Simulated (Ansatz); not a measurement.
**AlAu in Ansatz: the effect of functional**

Crystal: AlAu.

```
CELL_PARAMETERS angstrom
3.18037 0.00000 0.00000
0.00000 3.18037 0.00000
0.00000 0.00000 3.18037
ATOMIC_POSITIONS crystal
Au 0.50000 0.50000 0.50000
Al 0.00000 0.00000 0.00000
```

The cell comes from a database or a generator and needn't be the stable form of this composition.

The cell isn't the ideal one: volume scaled by 0.96.

Alike in all runs:

| Quantity | Value |
| --- | --- |
| Program | Ansatz 0.2.0 |
| Task | single point |
| Potentials or basis | Ansatz PAW |
| k mesh | 8 × 8 × 8 |
| Occupations | fermi-dirac, width 0.05 eV |
| Spin | no spin polarisation |

```tsv
functional	cutoff	pressure (GPa)
LDA	420 eV (not typed: the program's choice for these potentials)	?
PBEsol	420 eV (not typed: the program's choice for these potentials)	-0.6
r2SCAN	500 eV (not typed: the program's choice for these potentials)	-0.1
```

Task: What does the run with functional LDA give?

Result: Pressure -3.7 GPa.

Caveats: the PAW data sets come from PBE, with cores solved anew for the run's functional, which leaves a small shift of forces and pressure.
